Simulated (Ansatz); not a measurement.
Two isomers of C7H8O: A = `OCc1ccccc1`, B = `Cc1cccc(O)c1`.

Isolated molecules relaxed with PBE0-D4/def2-TZVP in Ansatz; ΔE leaves out vibrations. CCSD(T)/CBS adds triple-zeta CCSD(T) − MP2 to the extrapolated MP2 energy (def2 sets, frozen cores). Functionals use def2-TZVPP. B3LYP here is the variant with VWN-RPA as its local correlation; programs differ in this. Each species was taken in one conformer, which may not be the lowest.

(1) Which isomer does CCSD(T)/CBS put lower? Give the gap. (Best estimate.)

(2) Give E(B) − E(A) in kJ/mol with PBE-D4, B2PLYP, CCSD(T)/def2-TZVPP, CCSD/def2-TZVPP, B3LYP, MP2/def2-TZVPP, r2SCAN-D4. (Best estimate.)

(3) Does the order hold for the free energy at 298.15 K (harmonic terms from PBE0-D4)? (An estimate is asked.)

Largest T1 diagnostic: 0.011.

## Answers

(1) Ansatz gave: B, by 26.0 kJ/mol.

(2) Computed: PBE-D4 -35.9, B2PLYP -28.7, CCSD(T)/def2-TZVPP -25.8, CCSD/def2-TZVPP -24.7, B3LYP -30.3, MP2/def2-TZVPP -26.9, r2SCAN-D4 -36.6. None reverses the order clearly.

(3) Ansatz gave: Yes: G(B) − G(A) = -31.4 kJ/mol, for one conformer each. Modes under 60 cm⁻¹, often nearly free rotors, make the harmonic entropy too high.

In def2-TZVPP, CCSD(T) changes the Hartree–Fock value by −3.1 kJ/mol (the triples alone add −1.1 kJ/mol) and MP2 by −4.1 kJ/mol. Leaving LDA and LC-ωPBE aside and taking each functional with its dispersion term where it has one, the values, not all of them listed here, spread over 9.0 kJ/mol, from r2SCAN-D4 to BHLYP-D4. LDA lies −5.9 kJ/mol from PBE without D4.
